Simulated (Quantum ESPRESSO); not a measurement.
# W in Quantum ESPRESSO: the effect of functional

The system is W.

```
W
1.0
    -1.58234    1.58234    1.58234
     1.58234   -1.58234    1.58234
     1.58234    1.58234   -1.58234
W
1
Cartesian
  0.0000 0.0000 0.0000
```

Alike in all runs:

```yaml
Program: Quantum ESPRESSO 7.5
Task: phonons
Cutoff: 762 eV
Density_cutoff: 6095 eV
k_mesh: 10 × 10 × 10
Occupations: cold, width 0.2 eV
Spin: no spin polarisation
```

Each run relaxes the cell or the atoms first.

```tsv
functional	potentials or basis	relaxed volume (Å³/atom)	highest phonon frequency (cm⁻¹)
PBEsol	GBRV 1.5 PBEsol	15.72	225
WC	GBRV 1.5 PBE	15.83	223
BLYP	GBRV 1.5 PBE	16.73	200
PW91	GBRV 1.5 PBE	?	?
vdW-DF-cx	GBRV 1.5 PBE	15.77	225
```

**Question.** What does the run with functional PW91 give?

**Answer.** Relaxed volume 16.17 Å³/atom; highest phonon frequency 215 cm⁻¹.

Caveats: the mesh is thin for the phonons of a metal; the potentials were made for another functional, which shifts forces and pressure (some runs).

Runs at the PBE level aren't shown here.
